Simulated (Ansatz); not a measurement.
Ge (P4_322)

Level of theory: DFT PBE, scalar-relativistic, plane waves, PAW in Ansatz 0.2.0.

Plane waves to 420 eV, a k mesh through Γ of 4×4×10 on the computed 8-atom cell and Gaussian smearing (0.10 eV); no spin polarisation.

The structure is relaxed at this level of theory with its symmetry kept, and needn't be the ground state of this composition.

```cif
data_structure
_symmetry_space_group_name_H-M 'P4_322'
_symmetry_Int_Tables_number 95
_cell_length_a 9.5280
_cell_length_b 9.5280
_cell_length_c 3.9117
_cell_angle_alpha 90.000
_cell_angle_beta 90.000
_cell_angle_gamma 90.000
_cell_volume 355.12
loop_
_atom_site_label
_atom_site_type_symbol
_atom_site_symmetry_multiplicity
_atom_site_Wyckoff_symbol
_atom_site_fract_x
_atom_site_fract_y
_atom_site_fract_z
_atom_site_occupancy
Ge1 Ge 4 b 0.50000 0.93088 0.00000 1
Ge2 Ge 4 b 0.50000 0.66940 0.00000 1
```

| Item | Value |
| --- | --- |
| Space group | P4_322 (No. 95) |
| Volume per atom | 44.39 Å³ |
| Energy over the standard state (uncorrected) | +0.650 eV/atom |
| Kohn–Sham band gap | none (metal) |
| Density of states at the Fermi level | 4.3 states/eV per cell |
| Orbital (Löwdin) character within 0.5 eV of the Fermi level | Ge 4p 82 %, Ge 4s 16 % |
| Bader charge by site (e) | Ge (4 in the cell) -0.03, Ge (4 in the cell) 0.03 |

Another cell of Ge relaxed alike, in P6_3/mmc, lies 0.65 eV/atom lower, so this cell isn't the stable form at this level.

The cell was found from a structure generator's guess, not taken from experiment. Löwdin shares on free-atom orbitals overweight diffuse shells.
